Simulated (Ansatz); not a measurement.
# TiAl3 (Pmm2) in Ansatz: further runs

The runs below take TiAl3 through relaxation of cell and atoms, with PBEsol.

All numbers are computed with Ansatz 0.2.0; they aren't measurements. Logs are shortened: lines on timing, memory, paths and dates and some standing lists are left out, and cuts for length are marked.

### Step 1. The structure

Symmetry: Pmm2, No. 25, orthorhombic system. Conventional cell: a = 2.840 Å, b = 4.681 Å, c = 4.901 Å, α = 90.00°, β = 90.00°, γ = 90.00°. Around Ti (site symmetry mm2) lie 10 Al at 2.83 to 2.85 Å and 2 Ti at 2.84 Å. Around Al (site symmetry mm2) lie 10 Al at 2.81 to 2.86 Å and 2 Ti at 2.85 Å. Around Al (site symmetry mm2) lie 8 Al at 2.81 to 2.86 Å and 4 Ti at 2.85 Å. Around Al (site symmetry mm2) lie 4 Ti at 2.83 to 2.84 Å and 8 Al at 2.84 to 2.86 Å.

The cell comes from a database or a generator and needn't be the stable form of this composition.

### Step 2. Relaxation of cell and atoms, PBEsol

The input, input.yaml:

```yaml
crystal:
  lattice:
    - [2.839677, 0.0, 0.0]
    - [0.0, 4.681264, 0.0]
    - [0.0, 0.0, 4.900742]
  atoms:
    - { symbol: Ti, position: [0.0, 0.5, 0.165916] }
    - { symbol: Al, position: [0.0, 0.0, 0.8359] }
    - { symbol: Al, position: [0.5, 0.0, 0.330912] }
    - { symbol: Al, position: [0.5, 0.5, 0.667271] }
hamiltonian:
  xc: pbesol
  pseudopotentials: { kind: paw }
kpoints:
  mp_grid: { grid: [9, 6, 6] }
scf:
  occupations: { method: fermi_dirac, width: 0.05 }
output:
  forces: true
  stress: true
  eigenvalues: true
relax:
  f_tol: 0.01
  max_steps: 40
  cell: { stress_tol: 0.05 }
```

Potentials or basis: Ansatz PAW.

Run with:

```console
$ ansatz run input.yaml --threads 2 --pin off --max-ram 5632MiB --backend cpu --events-out ev --progress --plain --runs-dir out
```

The program printed:

```text
Warning: RAYON_NUM_THREADS=2 ignored (pool sized by the plan → 2); use --threads N
Engine: ansatz 0.2.0, x86_64-unknown-linux-gnu
Pseudopotentials: kind: paw
Pseudopotential: Ti, paw, valence charge 12, recommended cutoff 420 eV (normal), Ti.paw.azcp
Pseudopotential: Al, paw, valence charge 3, recommended cutoff 420 eV (normal), Al.paw.azcp
Functional definition: PBEsol
  exchange = pbesol_x
  correlation = pbesol_c
Crystal: 4 atoms, lattice volume = 65.147 Å³
Basis set: ecut = 420 eV, 1279 PW (Γ), exchange–correlation on 40×64×72 points (8 copies of the dense FFT grid, shifted against one another)
Bands: 15, of which v1, the nominal top of the filled ones, is band 11 counted from 1 (10 counted from 0)
Symmetry: 4 space group operations
Space group: Pmm2 (ITA 25), of the structure as read, at distance tolerance 4.0e-5 Å
k-points: 80 of 324 (time reversal used)
Non-local potential: Ti, projectors of the file, l = 0: 3, l = 1: 2, l = 2: 3, l = 3: 1
Non-local potential: Al, projectors of the file, l = 0: 2, l = 1: 2, l = 2: 1
PAW form: soft (Blöchl's): semilocal exchange-correlation on the pseudo side does not see the compensation charge
PAW frozen core: Ti, regenerated for the run's functional, and the local potential with it (the file was generated under x = pbe(κ = 0.804, μ = 0.2195149727645171), c = pbe(β = 0.06672455060314922))
PAW frozen core: Al, regenerated for the run's functional, and the local potential with it (the file was generated under x = pbe(κ = 0.804, μ = 0.2195149727645171), c = pbe(β = 0.06672455060314922))
PAW one-centre angular grid: Ti, 590 points (default); XC on 64 Gauss nodes
PAW one-centre angular grid: Al, 110 points (default); XC on 64 Gauss nodes
Initial density: superposition of atomic densities (neutral atoms: chi_scale 0, normalization atom), corrected by the library's trained network
Initial wavefunctions: pseudopotential atomic-orbital guess
Functional: x = pbesol(κ = 0.804, μ = 0.12345679012345678), c = pbesol(β = 0.046)
SCF iter   1: F=—  HF=-4048.515049 eV  |F-HF|=—  |Δ(HF+E_count)|=         —  Δρ=3.65e-3  dr2=1.29e-2  ethr=1.77e-3  ⟨swp⟩=6.1  Hψ=7240  notcnv=0
preconditioner: auto → Kerker (q_TF=auto, 2.259 Å⁻¹)  [metal: Δε(μ)=0.002 eV  Ē_g=5.276 eV  σ=0.050 eV  W_gap=0.01  n_scr=10 (ndim 8)  ℏωp=16.6 eV  f_vac=0.000  D(μ)=2.60/eV (n_scr^D=22)]
SCF iter   2: F=—  HF=-4048.512588 eV  |F-HF|=—  |Δ(HF+E_count)|=   2.46e-3  Δρ=1.94e-3  dr2=4.35e-3  ethr=6.14e-5  ⟨swp⟩=2.0  Hψ=2083  notcnv=0
SCF iter   3: F=—  HF=-4048.511466 eV  |F-HF|=—  |Δ(HF+E_count)|=   1.12e-3  Δρ=2.63e-4  dr2=9.61e-5  ethr=2.07e-5  ⟨swp⟩=2.1  Hψ=1595  notcnv=0
SCF iter   4: F=—  HF=-4048.511423 eV  |F-HF|=—  |Δ(HF+E_count)|=   4.31e-5  Δρ=4.43e-5  dr2=1.18e-6  ethr=4.57e-7  ⟨swp⟩=2.1  Hψ=1625  notcnv=0
iter 5 did not close the SCF: its close was put off for the readings that it lacked (scf_convergence_deferred on its scf_iter line)
SCF iter   5: F=-4048.511422 eV  HF=-4048.511423 eV  |F-HF|=5.32e-8  |Δ(HF+E_count)|=   2.86e-7  Δρ=1.17e-5  dr2=8.15e-8  ethr=5.60e-9  ⟨swp⟩=2.4  Hψ=1986  notcnv=0
SCF iter   6: F=-4048.511422 eV  HF=-4048.511423 eV  |F-HF|=3.82e-9  |Δ(HF+E_count)|=   2.63e-8  Δρ=2.63e-6  dr2=5.07e-9  ethr=3.88e-10  ⟨swp⟩=2.1  Hψ=4437  notcnv=0
SCF 1 converged in 6 iterations: F = -4048.511422 eV  dr2 = 5.07e-9
relax step   1: F+E_penalty+E_count = -4048.51142250 eV  Δ(F+E_penalty+E_count) = +0.000e0 eV  max|allowed force component| = 4.899e-2 eV/Å  Δτ_max = 0.0000 Å  P = -2.406 GPa  Ω = 65.147 Å³  (6 SCF iters, dr2 threshold 1.00e-7 eV, accepted)
Crystal: 4 atoms, lattice volume = 62.788 Å³
Basis set: ecut = 420 eV, 1235 PW (Γ), exchange–correlation on 40×64×72 points (8 copies of the dense FFT grid, shifted against one another)
Initial density: handed on by an earlier stage of this run
Initial wavefunctions: those handed on with the density
iter 1 solved again at ethr=6.46e-5 eV; its pass at ethr=3.10e-3 eV (dr2=1.36e-2 eV) is discarded
SCF iter   1: F=—  HF=-4048.536282 eV  |F-HF|=—  |Δ(HF+E_count)|=         —  Δρ=3.13e-3  dr2=1.37e-2  ethr=6.46e-5  ⟨swp⟩=1.0  Hψ=8077  notcnv=0
preconditioner: auto → none  [metal: Δε(μ)=0.020 eV  Ē_g=5.408 eV  σ=0.050 eV  W_gap=0.10  n_scr=8 (ndim 8)  ℏωp=16.9 eV  f_vac=0.000  D(μ)=2.26/eV (n_scr^D=10)]
SCF iter   2: F=—  HF=-4048.533816 eV  |F-HF|=—  |Δ(HF+E_count)|=   2.47e-3  Δρ=1.01e-3  dr2=7.51e-4  ethr=6.46e-5  ⟨swp⟩=2.1  Hψ=1563  notcnv=0
SCF iter   3: F=—  HF=-4048.533590 eV  |F-HF|=—  |Δ(HF+E_count)|=   2.26e-4  Δρ=4.73e-4  dr2=1.43e-4  ethr=3.58e-6  ⟨swp⟩=2.1  Hψ=1636  notcnv=0
SCF iter   4: F=—  HF=-4048.533562 eV  |F-HF|=—  |Δ(HF+E_count)|=   2.85e-5  Δρ=1.62e-4  dr2=3.20e-5  ethr=6.83e-7  ⟨swp⟩=2.0  Hψ=1600  notcnv=0
SCF iter   5: F=—  HF=-4048.533552 eV  |F-HF|=—  |Δ(HF+E_count)|=   9.18e-6  Δρ=3.27e-5  dr2=5.13e-7  ethr=1.52e-7  ⟨swp⟩=2.0  Hψ=1617  notcnv=0
SCF iter   6: F=-4048.533552 eV  HF=-4048.533552 eV  |F-HF|=8.82e-8  |Δ(HF+E_count)|=   1.69e-8  Δρ=1.06e-5  dr2=1.29e-7  ethr=1.90e-9  ⟨swp⟩=5.0  Hψ=5091  notcnv=0
SCF 2 converged in 6 iterations: F = -4048.533552 eV  dr2 = 1.29e-7
relax step   2: F+E_penalty+E_count = -4048.53355231 eV  Δ(F+E_penalty+E_count) = -2.213e-2 eV  max|allowed force component| = 6.266e-2 eV/Å  Δτ_max = 0.0170 Å  P = +1.365 GPa  Ω = 62.788 Å³  energy of the carried Pulay correction = +7.358e-4 eV  (6 SCF iters, dr2 threshold 4.00e-7 eV, accepted)
Crystal: 4 atoms, lattice volume = 63.583 Å³
Basis set: ecut = 420 eV, 1239 PW (Γ), exchange–correlation on 40×64×72 points (8 copies of the dense FFT grid, shifted against one another)
[... 17 lines left out ...]
SCF iter   4: F=—  HF=-4048.537005 eV  |F-HF|=—  |Δ(HF+E_count)|=   7.85e-8  Δρ=9.39e-6  dr2=4.79e-8  ethr=2.01e-9  ⟨swp⟩=1.9  Hψ=1666  notcnv=0
iter 5 did not close the SCF: its close was put off for the readings that it lacked (scf_convergence_deferred on its scf_iter line)
SCF iter   5: F=-4048.537005 eV  HF=-4048.537005 eV  |F-HF|=5.16e-10  |Δ(HF+E_count)|=   7.12e-9  Δρ=2.10e-6  dr2=1.92e-9  ethr=2.28e-10  ⟨swp⟩=2.2  Hψ=1669  notcnv=0
SCF iter   6: F=-4048.537005 eV  HF=-4048.537005 eV  |F-HF|=2.55e-11  |Δ(HF+E_count)|=  1.05e-11  Δρ=5.15e-7  dr2=1.10e-10  ethr=9.16e-12  ⟨swp⟩=1.9  Hψ=3440  notcnv=0
SCF 4 converged in 6 iterations: F = -4048.537005 eV  dr2 = 1.10e-10
relax step   4: F+E_penalty+E_count = -4048.53700497 eV  Δ(F+E_penalty+E_count) = -4.874e-5 eV  max|allowed force component| = 1.773e-3 eV/Å  Δτ_max = 0.0018 Å  P = -0.000 GPa  Ω = 63.592 Å³  energy of the carried Pulay correction = +4.821e-4 eV  (6 SCF iters, dr2 threshold 2.85e-8 eV, accepted)
Initial wavefunctions: pseudopotential atomic-orbital guess (no wavefunctions were taken with the density)
iter 1 solved again at ethr=7.33e-8 eV; its pass at ethr=3.10e-3 eV (dr2=1.54e-5 eV) is discarded
SCF iter   1: F=—  HF=-4048.536657 eV  |F-HF|=—  |Δ(HF+E_count)|=         —  Δρ=2.19e-5  dr2=3.25e-8  ethr=7.33e-8  ⟨swp⟩=2.5  Hψ=10022  notcnv=0
SCF iter   2: F=—  HF=-4048.536651 eV  |F-HF|=—  |Δ(HF+E_count)|=   5.56e-6  Δρ=1.08e-5  dr2=8.49e-9  ethr=1.55e-10  ⟨swp⟩=2.0  Hψ=1748  notcnv=0
SCF iter   3: F=—  HF=-4048.536651 eV  |F-HF|=—  |Δ(HF+E_count)|=   1.84e-8  Δρ=1.94e-6  dr2=4.34e-9  ethr=4.04e-11  ⟨swp⟩=2.0  Hψ=1699  notcnv=0
SCF iter   4: F=—  HF=-4048.536651 eV  |F-HF|=—  |Δ(HF+E_count)|=  6.98e-10  Δρ=6.62e-7  dr2=1.44e-10  ethr=2.07e-11  ⟨swp⟩=2.0  Hψ=1620  notcnv=0
iter 5 did not close the SCF: its close was put off for the readings that it lacked (scf_convergence_deferred on its scf_iter line)
SCF iter   5: F=-4048.536651 eV  HF=-4048.536651 eV  |F-HF|=1.46e-11  |Δ(HF+E_count)|=  1.96e-11  Δρ=2.35e-7  dr2=3.17e-11  ethr=1.00e-12  ⟨swp⟩=2.3  Hψ=1686  notcnv=0
SCF iter   6: F=-4048.536651 eV  HF=-4048.536651 eV  |F-HF|=3.64e-12  |Δ(HF+E_count)|=  1.36e-12  Δρ=5.83e-8  dr2=4.51e-12  ethr=1.00e-12  ⟨swp⟩=2.5  Hψ=3616  notcnv=0
SCF 5 converged in 6 iterations: F = -4048.536651 eV  dr2 = 4.51e-12
relax step   5: F+E_penalty+E_count = -4048.53665143 eV  Δ(F+E_penalty+E_count) = +3.535e-4 eV  max|allowed force component| = 1.797e-3 eV/Å  Δτ_max = 0.0000 Å  P = -0.012 GPa  Ω = 63.592 Å³  stress off target by 3.96e-2 GPa  SCF on the basis re-selected at this cell (its energy is not comparable with the rows above)  (6 SCF iters)
basis re-selected at this cell: Δ(F+E_penalty+E_count) = +3.535e-4 eV, ΔP = -0.012 GPa vs the last step (what re-selecting the basis moved, of the pressure what is left beyond the Pulay correction that the steps carried, after the strain that the cell walked since its last selection, with what the two solves' SCF thresholds leave and, on support functions, any second-order correction that the steps lacked; it is no measure of the basis error at this ecutwfc). This SCF's stress stands 3.96e-2 GPa from its target on what of the cell is left free (relax.cell.stress_tol is 5.00e-2 GPa) and its largest allowed force component is 1.80e-3 eV/Å (relax.f_tol is 1.00e-2 eV/Å): within both
SCF converged after 6 iterations
Free energy (F): -4048.536651 eV
Harris-Foulkes:  -4048.536651 eV  (|F-HF|=3.64e-12)
Internal energy: -4048.516865 eV  (E = F + TS)
E sigma→0 (E₀):  -4048.526758 eV
Entropy (-TS):   -0.019787 eV (-4.947 meV/atom)
Fermi energy:    9.536394 eV
--- Per-component energies (eV) ---
  E_band       = -151.753307
  E_kinetic    = 343.777200
  E_local      = -1292.047928  (includes V_loc(G=0)·N_el)
  E_nonlocal   = 41.576381
  E_hartree    = 573.959655
  E_xc         = -216.159608
  E_vxc        = -210.593769  (∫ρ·V_xc dr)
  E_paw        = -2387.507779  (= ΣΔE_a)
  E_vpaw       = -182.384636  (= ΣTr[D̂ρ^β])
  E_aug_tail   = 0.000109  (compensation charges beyond the density's cutoff)
  E_ewald      = -1112.311696
  E_core_change = 0.196801  (= ΣΔE_core)
  E_smearing   = -0.019787  (= −TS)
  E_closure    = -0.000000  (closes the sum)
  Σ components = -4048.536651   (vs F -4048.536651, Δ=0.00e0)
--- Forces (eV/Å), atoms counted from 1 ---
  atom   1  Ti     0.00000000     0.00000000     0.00160646
  atom   2  Al     0.00000000     0.00000000     0.00034809
  atom   3  Al     0.00000000     0.00000000    -0.00015728
  atom   4  Al     0.00000000     0.00000000    -0.00179656
  max |Σ_I F_I| component: 7.10e-7 eV/Å
--- Stress (GPa, compression-positive) ---
       -0.039550       0.000000       0.000000
        0.000000       0.003970       0.000000
        0.000000       0.000000      -0.001541
  P = ⅓ Tr σ = -0.0124 GPa (-0.124 kbar)
--- Band table (eV; the first three rows and the last of 80) ---
  k-point 0: bands = ["-46.6195", "-23.0646", "-23.0590", "-22.6278", "-0.7097", "4.3049", "5.5809", "5.9329", "6.7972", "8.6604", "9.0815", "12.1158", "12.1172", "12.1937", "12.2257"]
  k-point 1: bands = ["-46.6195", "-23.0653", "-23.0590", "-22.6278", "-0.5417", "3.4319", "5.8170", "5.9528", "7.6877", "8.5868", "8.9474", "11.4658", "12.0954", "12.0956", "12.1964"]
  k-point 2: bands = ["-46.6195", "-23.0665", "-23.0589", "-22.6278", "-0.0642", "2.1628", "5.9954", "6.3815", "8.1587", "8.4402", "8.9444", "11.6580", "11.9014", "12.0531", "12.2018"]
  k-point 79: bands = ["-46.5479", "-23.1757", "-22.9972", "-22.9942", "5.2196", "5.4557", "5.4746", "7.2387", "7.2405", "7.3733", "8.4085", "9.8557", "10.5940", "11.6694", "12.0362"]
--- Relaxed structure (4 steps of the walk, 4 accepted, 1 SCFs on fresh bases) ---
  F+E_penalty+E_count = -4048.53665143 eV   max|allowed force component| = 1.797e-3 eV/Å   (the final SCF, on the basis selected at the relaxed cell)
  cell:  # Å, volume = 63.5916 Å³
    - [2.76509505153478, 0.0, 0.0]
    - [0.0, 4.687800588975091, 0.0]
    - [0.0, 0.0, 4.905922964834168]
  atoms:
    - { symbol: Ti, position: [0.0, 0.49999999999999994, 0.1626688033442715] }
    - { symbol: Al, position: [0.0, 0.0, 0.8404464738847119] }
    - { symbol: Al, position: [0.5, 0.0, 0.3339150143347025] }
    - { symbol: Al, position: [0.5, 0.49999999999999994, 0.6629687084363137] }
```

Run time: 15 s. Hardware: 2 threads of Intel Xeon Platinum 8375C at 2.90GHz (Ice Lake), shared host; peak memory 0.49 GiB.

What came out:

```yaml
Free_energy: -4048.5367 eV
Relaxed_volume: 15.90 Å³/atom
Relaxed_cell: a = 2.765 Å, b = 4.688 Å, c = 4.906 Å, α = 90.00°, β = 90.00°, γ = 90.00°
Space_group_after_relaxing_to_0.05_Å: Pmm2 (No. 25)
Energy_gained_by_relaxing: 6.3 meV/atom
Ionic_steps: 5
Pressure_after_relaxing: 0.0 GPa
Band_gap_on_the_k_mesh: none (metal or under the smearing width)
```

Step by step:
| step | energy change (eV) | largest force (eV/Å) | volume (Å³) |
| --- | --- | --- | --- |
| 1 | 0.0000 | 0.0490 | 65.15 |
| 2 | -0.0221 | 0.0626 | 62.79 |
| 3 | -0.0255 | 0.0122 | 63.58 |
| 4 | -0.0256 | 0.0018 | 63.59 |
| 5 | -0.0252 | 0.0018 | 63.59 |

Final structure:
```cif
data_structure
_symmetry_space_group_name_H-M 'P 1'
_symmetry_Int_Tables_number 1
_cell_length_a 2.7651
_cell_length_b 4.6878
_cell_length_c 4.9059
_cell_angle_alpha 90.000
_cell_angle_beta 90.000
_cell_angle_gamma 90.000
_cell_volume 63.59
loop_
_atom_site_label
_atom_site_type_symbol
_atom_site_fract_x
_atom_site_fract_y
_atom_site_fract_z
_atom_site_occupancy
Ti1 Ti 0.00000 0.50000 0.16267 1
Al1 Al 0.00000 0.00000 0.84045 1
Al2 Al 0.50000 0.00000 0.33392 1
Al3 Al 0.50000 0.50000 0.66297 1
```

Levels at points of the mesh, in eV from the Fermi level:
```csv
k point,band 9,band 10,band 11,band 12,band 13,band 14
"(0.00, 0.00, 0.00)",-2.74,-0.88,-0.45,2.58,2.58,2.66
"(0.00, 0.00, -0.50)",-2.21,-1.17,-0.36,2.29,2.50,2.67
"(0.00, -0.50, 0.00)",-2.07,-1.59,-0.21,2.53,2.59,2.67
"(0.00, -0.50, -0.50)",-0.23,-0.09,0.70,2.52,2.55,3.52
```

Caveat: the plane-wave basis is chosen anew once the cell has moved, so the energies of steps on either side of that aren't comparable; the PAW data sets come from PBE, with cores solved anew for the run's functional, which leaves a small shift of forces and pressure.

[end of part 1 of 3]
